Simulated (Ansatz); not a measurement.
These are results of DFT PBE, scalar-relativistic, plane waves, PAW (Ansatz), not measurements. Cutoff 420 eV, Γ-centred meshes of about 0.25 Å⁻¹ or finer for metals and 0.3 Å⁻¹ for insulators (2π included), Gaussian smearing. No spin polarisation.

Temperature and zero-point effects are left out.

Two forms of Hf2C5 were relaxed alike.

1.

```yaml
crystal:
  lattice:
    - [3.44762, -3.40485, 0.00000]
    - [3.44762, 3.40485, 0.00000]
    - [-1.06636, 0.00000, 3.16580]
  atoms:
    - { symbol: Hf, position: [0.25070, 0.25070, 0.74003] }
    - { symbol: Hf, position: [0.74930, 0.74930, 0.25997] }
    - { symbol: C, position: [0.00000, 0.00000, 0.00000] }
    - { symbol: C, position: [0.76267, 0.37304, 0.68934] }
    - { symbol: C, position: [0.62696, 0.23733, 0.31066] }
    - { symbol: C, position: [0.23733, 0.62696, 0.31066] }
    - { symbol: C, position: [0.37304, 0.76267, 0.68934] }
```

2.

```yaml
crystal:
  lattice:
    - [4.18553, 0.00000, 0.00000]
    - [0.00000, 4.97308, 0.00000]
    - [0.00000, 0.00000, 7.26067]
  atoms:
    - { symbol: Hf, position: [0.00000, 0.00000, 0.69614] }
    - { symbol: Hf, position: [0.00000, 0.00000, 0.30386] }
    - { symbol: Hf, position: [0.50000, 0.50000, 0.68356] }
    - { symbol: Hf, position: [0.50000, 0.50000, 0.31644] }
    - { symbol: C, position: [0.50000, 0.00000, 0.50000] }
    - { symbol: C, position: [0.66975, 0.50000, 0.00000] }
    - { symbol: C, position: [0.83170, 0.75101, 0.00000] }
    - { symbol: C, position: [0.66729, 0.00000, 0.00000] }
    - { symbol: C, position: [0.83170, 0.24899, 0.00000] }
    - { symbol: C, position: [0.33271, 0.00000, 0.00000] }
    - { symbol: C, position: [0.16830, 0.75101, 0.00000] }
    - { symbol: C, position: [0.33026, 0.50000, 0.00000] }
    - { symbol: C, position: [0.16830, 0.24899, 0.00000] }
    - { symbol: C, position: [0.00000, 0.50000, 0.50000] }
```

Problem. Which is lower in energy, and by how much?

Solution. Cell 2 is lower, by 91 meV/atom. Cell 1 has space group C2/m (No. 12), 10.6 Å³/atom and no gap on its mesh; cell 2 has space group Pmmm (No. 47), 10.8 Å³/atom and no gap. Counting C atoms around Hf (those within 1.25 times the shortest such distance or 1.15 times the sum of covalent radii; a plus sign parts nearer from farther groups; a slash parts the counts of unlike sites), cell 1 has Hf 10 and cell 2 has Hf 4+6/8+2. Cell 1 holds C–C pairs (shortest 1.31 Å); cell 2 holds C–C nets (shortest 1.40 Å). Even the lower one lies +0.36 eV/atom against the reference forms of the elements (uncorrected), so neither is stable at this level. Both come from trial cells of a structure search, whose lowest cell (C2, 12.0 Å³/atom) lies 0.32 eV/atom below the lower of the two.

These runs have no spin–orbit coupling, which can matter for Hf. Cells relaxed within their symmetry can be saddle points. Some candidate types were left out of the draw beforehand, so a known form may be missing.
